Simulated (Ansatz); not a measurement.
# Ti3SiC2: pressure series

The reference is Ti3SiC2 (space group P6_3/mmc, No. 194).

Space group P6₃/mmc (No. 194); a = b = 3.0728 Å, c = 17.7228 Å, α = β = 90.00°, γ = 120.00°

| atom | site | symmetry | x | y | z |
|---|---|---|---|---|---|
| Ti | 2a | -3m. | 0.0000 | 0.0000 | 0.0000 |
| Ti | 4f | 3m. | 0.3333 | 0.6667 | 0.1349 |
| Si | 2b | -6m2 | 0.0000 | 0.0000 | 0.2500 |
| C | 4f | 3m. | 0.6667 | 0.3333 | 0.0723 |

Cell and atoms are relaxed at each pressure.

Computed with Ansatz (a program for electronic structure) PBE, scalar-relativistic without spin-orbit coupling.

Two rows of this table had their results exchanged by mistake.

| pressure | volume per atom (Å³) | shortest distance (Å) | band gap |
|---|---|---|---|
| pressure −2 GPa | 12.21 | 2.097 | zero |
| pressure −1 GPa | 12.14 | 2.095 | zero |
| pressure 0.3 GPa | 12.06 | 2.091 | zero |
| pressure 0.7 GPa | 11.63 | 2.073 | zero |
| pressure 1.5 GPa | 11.98 | 2.088 | zero |
| pressure 3 GPa | 11.89 | 2.084 | zero |
| pressure 5 GPa | 11.77 | 2.079 | zero |
| pressure 7.5 GPa | 12.03 | 2.090 | zero |
| pressure 10 GPa | 11.50 | 2.067 | zero |

Task: Which two?

Result: The rows for pressure 0.7 GPa and pressure 7.5 GPa: the volume has to fall steadily with pressure, so 12.03 Å³ belongs to pressure 0.7 GPa and 11.63 Å³ to pressure 7.5 GPa.

Load acts through the strain it causes; cell and atoms are relaxed under it. No phonon test of stability was made. Competing high-pressure phases were not computed. All final runs are without spin polarisation.
